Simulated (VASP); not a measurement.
# Si: relaxed cell and band gap, by functional

Si, Fd-3m (no. 227), 2 atoms in the cell.

| Functional | Volume (Å³/atom) | Change from the starting volume (fraction) | Gap, path and mesh (eV) | Time (s) |
|---|---|---|---|---|
| rMS-B86bl | 20.36 | 0.010 | 0.94 | 146 |
| SCAN-L | 19.93 | -0.011 | 0.79 | 457 |
| OFR2 | 19.97 | -0.010 | 0.69 | 83 |
| v2-sregTM-L | 20.16 | 0.000 | 0.63 | 97 |
| TASK | 21.01 | 0.042 | 1.10 | 152 |

Limits: rows 2, 3, 4: functionals of the density's Laplacian are noisy on the grid, so small differences in pressure and volume may be numerical; row 5: TASK was built for band gaps, and its volumes can be far off.

## Input of the first row

INCAR.step1:
```
ALGO = Normal
EDIFF = 1E-5
ENCUT = 600
GGA = PE
GGA_COMPAT = False
ISIF = 2
ISMEAR = 0
KPAR = 2
LASPH = True
LCHARG = False
LREAL = False
LWAVE = True
NELM = 150
PREC = Accurate
SIGMA = 0.02
```

INCAR.step2:
```
ALGO = Normal
EDIFF = 1E-7
EDIFFG = -0.005
ENCUT = 600
GGA_COMPAT = False
IBRION = 2
ISIF = 3
ISMEAR = 0
ISTART = 1
KPAR = 2
LASPH = True
LCHARG = False
LMIXTAU = True
LREAL = False
LWAVE = False
METAGGA = RMSB86BL
NELM = 150
NSW = 60
PREC = Accurate
SIGMA = 0.02
```

INCAR.step3, as INCAR.step2 but for:
```
- ISTART = 1
- NSW = 60
+ NSW = 40
```

INCAR.step4, as INCAR.step3 but for:
```
- EDIFFG = -0.005
- IBRION = 2
- ISIF = 3
- NSW = 40
+ ISIF = 2
+ NBANDS = 11
```

KPOINTS:
```
k-points
0
Gamma
  7 7 7
```

KPOINTS_OPT:
```
path GXWKGLUWLK,UX
8
line-mode
reciprocal
 0.0000000000  0.0000000000  0.0000000000  G
 0.5000000000  0.0000000000  0.5000000000  X

 0.5000000000  0.0000000000  0.5000000000  X
 0.5000000000  0.2500000000  0.7500000000  W

 0.5000000000  0.2500000000  0.7500000000  W
 0.3750000000  0.3750000000  0.7500000000  K

 0.3750000000  0.3750000000  0.7500000000  K
 0.0000000000  0.0000000000  0.0000000000  G

 0.0000000000  0.0000000000  0.0000000000  G
 0.5000000000  0.5000000000  0.5000000000  L

 0.5000000000  0.5000000000  0.5000000000  L
 0.6250000000  0.2500000000  0.6250000000  U

 0.6250000000  0.2500000000  0.6250000000  U
 0.5000000000  0.2500000000  0.7500000000  W

 0.5000000000  0.2500000000  0.7500000000  W
 0.5000000000  0.5000000000  0.5000000000  L

 0.5000000000  0.5000000000  0.5000000000  L
 0.3750000000  0.3750000000  0.7500000000  K

 0.6250000000  0.2500000000  0.6250000000  U
 0.5000000000  0.0000000000  0.5000000000  X
```

POSCAR.step1:
```
Si
1.0
    0.0000000000      2.7218511865      2.7218511865
    2.7218511865      0.0000000000      2.7218511865
    2.7218511865      2.7218511865      0.0000000000
Si
2
Direct
    0.5000000000      0.5000000000      0.5000000000
    0.7500000000      0.7500000000      0.7500000000
```

Commands (each step's output is kept before the next begins):
```
cat potpaw_PBE.64/Si/POTCAR > POTCAR
cp INCAR.step1 INCAR
cp POSCAR.step1 POSCAR
mpirun -np 2 vasp_std > vasp.out
cp INCAR.step2 INCAR
mpirun -np 2 vasp_std > vasp.out
cp CONTCAR POSCAR
rm WAVECAR CHG
cp INCAR.step3 INCAR
mpirun -np 2 vasp_std > vasp.out
cp CONTCAR POSCAR
rm WAVECAR CHG
cp INCAR.step4 INCAR
mpirun -np 2 vasp_std > vasp.out
```

Changes of the last row against the first:
```
- METAGGA = RMSB86BL
+ XC = TASK_X PW92_C
```

VASP 6.6.1 took 146 s on 2 cores (Intel Xeon Platinum 8259CL @ 2.50GHz (Skylake/Cascade Lake)), a shared host.
